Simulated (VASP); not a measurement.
# MgO (Fm-3m) in VASP: further runs

Runs on MgO. Level: PBEsol. Tasks: relaxation of cell and atoms.

Program: VASP 6.6.1. These are calculated values, not measurements. Logs are shortened: lines on timing, memory, paths and dates and some standing lists are left out, and cuts for length are marked.

**1. Starting point**

Symmetry: Fm-3m, No. 225, cubic system. Conventional cell: a = 4.217 Å, b = 4.217 Å, c = 4.217 Å, α = 90.00°, β = 90.00°, γ = 90.00°. Around Mg (site symmetry m-3m) lie 6 O at 2.11 Å. Around O (site symmetry m-3m) lie 6 Mg at 2.11 Å.

**2. Relaxation of cell and atoms, PBEsol**

INCAR reads:

```
ALGO = Normal
EDIFF = 1E-7
EDIFFG = -0.002
ENCUT = 520
GGA = PS
IBRION = 2
ISIF = 3
ISMEAR = 0
KPAR = 4
LASPH = True
LCHARG = False
LREAL = False
LWAVE = False
NELM = 100
NSW = 80
PREC = Accurate
SIGMA = 0.02
```

KPOINTS reads:

```
k-points
0
Gamma
  12 12 12
```

POSCAR reads:

```
MgO
1.0
    0.0000000000      2.1085000000      2.1085000000
    2.1085000000      0.0000000000      2.1085000000
    2.1085000000      2.1085000000      0.0000000000
Mg O
1 1
Direct
    0.0000000000      0.0000000000      0.0000000000
    0.5000000000      0.5000000000      0.5000000000
```

Potentials or basis: VASP PAW PBE potentials, release 64 (Mg, O).

Run with:

```console
> cat potpaw_PBE.64/Mg/POTCAR potpaw_PBE.64/O/POTCAR > POTCAR
> mpirun -np 4 vasp_std > vasp.out
```

OUTCAR:

```text
EDIFF = 1E-7
   EDIFFG = -0.002
   ENCUT = 520
   GGA = PS
   IBRION = 2
   ISIF = 3
   ISMEAR = 0
   LASPH = True
   LREAL = False
   NELM = 100
   NSW = 80
   PREC = Accurate

 ion  position               nearest neighbor table
   1  0.000  0.000  0.000-   2 2.11   2 2.11   2 2.11   2 2.11   2 2.11   2 2.11
   2  0.500  0.500  0.500-   1 2.11   1 2.11   1 2.11   1 2.11   1 2.11   1 2.11

  LATTYP: Found a face centered cubic cell.
 ALAT       =     4.2170000000

  Lattice vectors:

 A1 = (   0.0000000000,   2.1085000000,   2.1085000000)
 A2 = (   2.1085000000,   0.0000000000,   2.1085000000)
 A3 = (   2.1085000000,   2.1085000000,   0.0000000000)

Analysis of symmetry for initial positions (statically):
=====================================================================
 Subroutine PRICEL returns:
 Original cell was already a primitive cell.

 Routine SETGRP: Setting up the symmetry group for a
 face centered cubic supercell.

 Subroutine GETGRP returns: Found 48 space group operations
 (whereof 48 operations were pure point group operations)
 out of a pool of 48 trial point group operations.

The static configuration has the point symmetry O_h .

Analysis of symmetry for dynamics (positions and initial velocities):
=====================================================================
 Subroutine PRICEL returns:
 Original cell was already a primitive cell.

 Routine SETGRP: Setting up the symmetry group for a
 face centered cubic supercell.

 Subroutine GETGRP returns: Found 48 space group operations
 (whereof 48 operations were pure point group operations)
 out of a pool of 48 trial point group operations.

The dynamic configuration has the point symmetry O_h .

 Subroutine INISYM returns: Found 48 space group operations
 (whereof 48 operations are pure point group operations),
 and found     1 'primitive' translations

----------------------------------------------------------------------------------------

                                     Primitive cell

  volume of cell :      18.7478

  direct lattice vectors                    reciprocal lattice vectors
     0.000000000  2.108500000  2.108500000    -0.237135404  0.237135404  0.237135404
     2.108500000  0.000000000  2.108500000     0.237135404 -0.237135404  0.237135404
     2.108500000  2.108500000  0.000000000     0.237135404  0.237135404 -0.237135404

  length of vectors
     2.981869296  2.981869296  2.981869296     0.410730569  0.410730569  0.410730569

  position of ions in fractional coordinates (direct lattice)
     0.000000000  0.000000000  0.000000000
     0.500000000  0.500000000  0.500000000

  ion indices of the primitive-cell ions
   primitive index   ion index
                 1           1
                 2           2

----------------------------------------------------------------------------------------

 KPOINTS: k-points

Automatic generation of k-mesh.
 Grid dimensions read from file:
 generate k-points for:   12   12   12

 Generating k-lattice:

  Cartesian coordinates                     Fractional coordinates (reciprocal lattice)
    -0.019761284  0.019761284  0.019761284     0.083333333  0.000000000  0.000000000
     0.019761284 -0.019761284  0.019761284     0.000000000  0.083333333  0.000000000
     0.019761284  0.019761284 -0.019761284     0.000000000  0.000000000  0.083333333

  Length of vectors
     0.034227547  0.034227547  0.034227547

  Shift w.r.t. Gamma in fractional coordinates (k-lattice)
     0.000000000  0.000000000  0.000000000

 Subroutine IBZKPT returns following result:
 ===========================================

 Found     72 irreducible k-points:

 Following reciprocal coordinates:
            Coordinates               Weight
  0.000000  0.000000  0.000000      1.000000
  0.083333  0.000000  0.000000      8.000000
  0.166667  0.000000  0.000000      8.000000
  0.250000  0.000000  0.000000      8.000000
  0.333333  0.000000  0.000000      8.000000
  0.416667  0.000000  0.000000      8.000000
[... 16 lines left out ...]
  0.500000  0.166667  0.000000     24.000000
 -0.416667  0.166667  0.000000     24.000000
 [... further k-points ...]
   k-points           NKPTS =     72   k-points in BZ     NKDIM =     72   number of bands    NBANDS=      8
   number of dos      NEDOS =    301   number of ions     NIONS =      2
   total plane-waves  NPLWV =  13824
   dimension x,y,z NGX =    24 NGY =   24 NGZ =   24
   dimension x,y,z NGXF=    48 NGYF=   48 NGZF=   48
   ions per type =               1   1
   NGX,Y,Z   is equivalent  to a cutoff of  13.38, 13.38, 13.38 a.u.
   NGXF,Y,Z  is equivalent  to a cutoff of  26.76, 26.76, 26.76 a.u.
 SYSTEM =  unknown system
   PREC   = accura    normal or accurate (medium, high low for compatibility)
   ISTART =      0    job   : 0-new  1-cont  2-samecut
   ICHARG =      2    charge: 1-file 2-atom 10-const
   ISPIN  =      1    spin polarized calculation?
   LNONCOLLINEAR =      F non collinear calculations
   LSORBIT =      F    spin-orbit coupling
   LASPH  =      T    aspherical Exc in radial PAW
   ENCUT  =  520.0 eV  38.22 Ry    6.18 a.u.   5.54  5.54  5.54*2*pi/ulx,y,z
   NELM   =    100;   NELMIN=  2; NELMDL= -5     # of ELM steps
   EDIFF  = 0.1E-06   stopping-criterion for ELM
   LREAL  =      F    real-space projection
   EDIFFG = -.2E-02   stopping-criterion for IOM
   NSW    =     80    number of steps for IOM
   IBRION =      2    ionic relax: 0-MD 1-quasi-New 2-CG
   NFREE  =      1    steps in history (QN), initial steepest desc. (CG)
   ISIF   =      3    stress and relaxation
   ISYM   =      2    0-nonsym 1-usesym 2-fastsym
   POTIM  = 0.5000    time-step for ionic-motion
   TEBEG  =    0.0;   TEEND  =   0.0 temperature during run
   PSTRESS=    0.0 pullay stress
   NELECT =       8.0000    total number of electrons
   NUPDOWN=      -1.0000    fix difference up-down
   EMIN   =  10.00;   EMAX   =-10.00  energy-range for DOS
   EFERMI =   0.00;   METHOD = LEGACY
   ISMEAR =     0;   SIGMA  =   0.02  broadening in eV -4-tet -1-fermi 0-gaus
   EFERMI_NEDOS =   21; number of points for ismear=-14 and -15
   IALGO  =     38    algorithm
   IMIX   =      4    mixing-type and parameters
     AMIX     =   0.40;   BMIX     =  1.00
     AMIX_MAG =   1.60;   BMIX_MAG =  1.00
  volume/ion in A,a.u.               =       9.37        63.26
  Fermi-wavevector in a.u.,A,eV,Ry     =   1.232503  2.329092 20.668107  1.519063
  Thomas-Fermi vector in A             =   2.367270
   LORBIT       =      0    0 simple, 1 ext, 2 COOP (PROOUT), +10 PAW based schemes
   GGA     = PS    functional components
   LHFCALC =     F    Hartree Fock is set to
   AEXX    =    0.0000 exact exchange contribution
   IVDW    =     0    specifies the selected vdW correction
   LEPSILON=     F    determine dielectric tensor
   LRPA    =     F    only Hartree local field effects (RPA)
 conjugate gradient relaxation of ions
 non-spin polarized calculation
 Gauss-broadening in eV      SIGMA  =   0.02
  energy-cutoff  :      520.00
  volume of cell :       18.75
 maximum number of plane-waves:       532
 NGX is ok and might be reduce to    24
   NGX = 11   NGY = 11   NGZ = 11

--------------------------------------- Ionic step        1  -------------------------------------------

 number of electron       8.0000005 magnetization

 Free energy of the ion-electron system (eV)
  ---------------------------------------------------
  ext. energy  EPLUGINS =         0.00000000
  ---------------------------------------------------
  free energy    TOTEN  =       -12.51235609 eV

  energy without entropy =      -12.51235609  energy(sigma->0) =      -12.51235609

------------------------ aborting loop because EDIFF is reached ----------------------------------------

  FORCE on cell =-STRESS in cart. coord.  units (eV):
  Direction    XX          YY          ZZ          XY          YZ          ZX
  --------------------------------------------------------------------------------------
  -------------------------------------------------------------------------------------
  Total       -0.0964963     -0.0964963     -0.0964963      0.0000000     -0.0000000      0.0000000
  in kB       -8.2465123     -8.2465123     -8.2465123      0.0000000     -0.0000000      0.0000000
  external PRESSURE =      -8.2465123 kB  Pullay stress =       0.0000000 kB

 VOLUME and BASIS-vectors are now :
 -----------------------------------------------------------------------------
  energy-cutoff  :      520.00
  volume of cell :       18.75
      direct lattice vectors                 reciprocal lattice vectors
     0.000000000  2.108500000  2.108500000    -0.237135404  0.237135404  0.237135404
     2.108500000  0.000000000  2.108500000     0.237135404 -0.237135404  0.237135404
     2.108500000  2.108500000  0.000000000     0.237135404  0.237135404 -0.237135404
[... 37 lines left out ...]
 POSITION                                       TOTAL-FORCE (eV/Angst)
 -----------------------------------------------------------------------------------
      0.00000      2.10359      2.10359        -0.000000     -0.000000     -0.000000
      2.10359      2.10359      2.10359         0.000000      0.000000      0.000000
 -----------------------------------------------------------------------------------
    total drift:                               -0.000000     -0.000000      0.000000

  FREE ENERGIE OF THE ION-ELECTRON SYSTEM (eV)
  ---------------------------------------------------
  free  energy   TOTEN  =       -12.5125760375 eV

  energy  without entropy=      -12.5125760375  energy(sigma->0) =      -12.51257604

--------------------------------------- Ionic step        3  -------------------------------------------

 number of electron       8.0000005 magnetization

 Free energy of the ion-electron system (eV)
  ---------------------------------------------------
  ext. energy  EPLUGINS =         0.00000000
  ---------------------------------------------------
  free energy    TOTEN  =       -12.51260684 eV

  energy without entropy =      -12.51260684  energy(sigma->0) =      -12.51260684

 E-fermi :   3.2618     XC(G=0): -11.3184

 val. band max:        3.0797175454   @ k =   0.0000   0.0000   0.0000
 cond. band min:       7.7301934180   @ k =   0.0000   0.0000   0.0000
 fundamental gap:      4.6504758726
 Fermi energy:         3.2617528325

 k-point     1 :       0.0000    0.0000    0.0000
  band No.  band energies     occupation
      1     -14.1348      2.00000
      2       3.0797      2.00000
      3       3.0797      2.00000
      4       3.0797      2.00000
      5       7.7302      0.00000
      6      18.7209      0.00000
      7      18.7209      0.00000
      8      18.7209      0.00000

 k-point     2 :       0.0833    0.0000    0.0000
  band No.  band energies     occupation
      1     -14.0593      2.00000
      2       2.5997      2.00000
      3       3.0313      2.00000
      4       3.0313      2.00000
      5       8.1905      0.00000
      6      17.7510      0.00000
      7      18.8928      0.00000
      8      18.8928      0.00000
[... 221 lines left out ...]
 k-point    23 :       0.5000    0.1667    0.0000
  band No.  band energies     occupation
      1     -12.7576      2.00000
      2      -1.1538      2.00000
      3       1.6115      2.00000
      4       2.2248      2.00000
      5      11.9416      0.00000
      6      15.1799      0.00000
      7      17.2215      0.00000
      8      19.9532      0.00000

 k-point    24 :      -0.4167    0.1667    0.0000
  band No.  band energies     occupation
      1     -12.7276      2.00000
      2      -1.2003      2.00000
      3       1.4708      2.00000
      4       2.2843      2.00000
      5      11.9995      0.00000
      6      15.3408      0.00000
      7      17.1706      0.00000
      8      19.9129      0.00000

 [... further k-points ...]

------------------------ aborting loop because EDIFF is reached ----------------------------------------

  FORCE on cell =-STRESS in cart. coord.  units (eV):
  Direction    XX          YY          ZZ          XY          YZ          ZX
  --------------------------------------------------------------------------------------
  -------------------------------------------------------------------------------------
  Total        0.0003245      0.0003245      0.0003245      0.0000000     -0.0000000      0.0000000
  in kB        0.0278729      0.0278729      0.0278729      0.0000000     -0.0000000      0.0000000
  external PRESSURE =       0.0278729 kB  Pullay stress =       0.0000000 kB

 VOLUME and BASIS-vectors are now :
 -----------------------------------------------------------------------------
  energy-cutoff  :      520.00
  volume of cell :       18.65
      direct lattice vectors                 reciprocal lattice vectors
     0.000000000  2.104861269  2.104861269    -0.237545347  0.237545347  0.237545347
     2.104861269  0.000000000  2.104861269     0.237545347 -0.237545347  0.237545347
     2.104861269  2.104861269  0.000000000     0.237545347  0.237545347 -0.237545347

 POSITION                                       TOTAL-FORCE (eV/Angst)
 -----------------------------------------------------------------------------------
      0.00000      0.00000      0.00000         0.000000      0.000000     -0.000000
      2.10486      2.10486      2.10486         0.000000      0.000000      0.000000
 -----------------------------------------------------------------------------------
    total drift:                               -0.000000     -0.000000      0.000000

  FREE ENERGIE OF THE ION-ELECTRON SYSTEM (eV)
  ---------------------------------------------------
  free  energy   TOTEN  =       -12.5126068437 eV

  energy  without entropy=      -12.5126068437  energy(sigma->0) =      -12.51260684

 reached required accuracy - stopping structural energy minimisation
```

Run time: 5.2 s. Hardware: 4 MPI ranks of Intel Xeon 6975P-C (Granite Rapids), shared host; peak memory 0.14 GiB.

What came out:

| Property | Result |
| --- | --- |
| Free energy | -12.5126 eV |
| Relaxed volume | 9.33 Å³/atom |
| Relaxed cell | a = 2.977 Å, b = 2.977 Å, c = 2.977 Å, α = 60.00°, β = 60.00°, γ = 60.00° |
| Space group after relaxing (to 0.05 Å) | Fm-3m (No. 225) |
| Energy gained by relaxing | 0.1 meV/atom |
| Ionic steps | 3 |
| Pressure after relaxing | 0.0 GPa |
| Band gap on the k mesh | 4.65 eV, direct |

Step by step:
```csv
step,energy change (eV),largest force (eV/Å),pressure (GPa),volume (Å³)
1,0.0000,0.0000,-0.82,18.75
2,-0.0002,0.0000,0.29,18.62
3,-0.0003,0.0000,0.00,18.65
```

Final structure:
```xyz
2
Lattice="0.0000 2.1049 2.1049 2.1049 0.0000 2.1049 2.1049 2.1049 0.0000" Properties=species:S:1:pos:R:3 pbc="T T T"
Mg    0.0000    0.0000    0.0000
O     2.1049    2.1049    2.1049
```

Caveat: the PAW data sets were made with another functional, which shifts forces and pressure a little. A k mesh can miss the band edges.

**3. Relaxation of cell and atoms, PBEsol**

This run uses another cell than the first one, of 9.33 Å³/atom, 0.995 times its volume.

INCAR is that of step 2.

KPOINTS is that of step 2.

POSCAR reads:

```
MgO                                     
1.0
    0.0000000000      2.1048612689      2.1048612689
    2.1048612689      0.0000000000      2.1048612689
    2.1048612689      2.1048612689      0.0000000000
  Mg              O             
     1     1
Direct
     0.0000000000000000    0.0000000000000000    0.0000000000000000
     0.5000000000000000    0.5000000000000000    0.5000000000000000
```

Potentials or basis: VASP PAW PBE potentials, release 64 (Mg, O).

Run with:

```console
> cat potpaw_PBE.64/Mg/POTCAR potpaw_PBE.64/O/POTCAR > POTCAR
> mpirun -np 4 vasp_std > vasp.out
```

Wall time 3.1 s (4 MPI ranks of Intel Xeon 6975P-C (Granite Rapids), shared host); peak memory 0.13 GiB.

It converged, with:

```
Free energy             : -12.5125 eV
Pressure after relaxing : 0.0 GPa
Band gap on the k mesh  : 4.65 eV, direct
```

Final structure:
```yaml
crystal:
  lattice:
    - [0.00000, 2.10486, 2.10486]
    - [2.10486, 0.00000, 2.10486]
    - [2.10486, 2.10486, 0.00000]
  atoms:
    - { symbol: Mg, position: [0.00000, 0.00000, 0.00000] }
    - { symbol: O, position: [0.50000, 0.50000, 0.50000] }
```

Levels at points of the mesh, in eV from the valence-band top:
```csv
k point,band 1,band 2,band 3,band 4,band 5,band 6,band 7,band 8
"(0.00, 0.00, 0.00)",-17.21,0.00,0.00,0.00,4.65,15.64,15.64,15.64
"(0.50, 0.00, 0.00)",-15.90,-4.69,-0.67,-0.67,7.76,12.52,16.19,16.19
"(0.50, 0.50, 0.00)",-15.63,-4.15,-1.37,-1.37,8.92,9.89,12.99,18.87
```

Caveat: the relaxation stopped at its first step, so nothing moved; the PAW data sets were made with another functional, which shifts forces and pressure a little. A k mesh can miss the band edges.
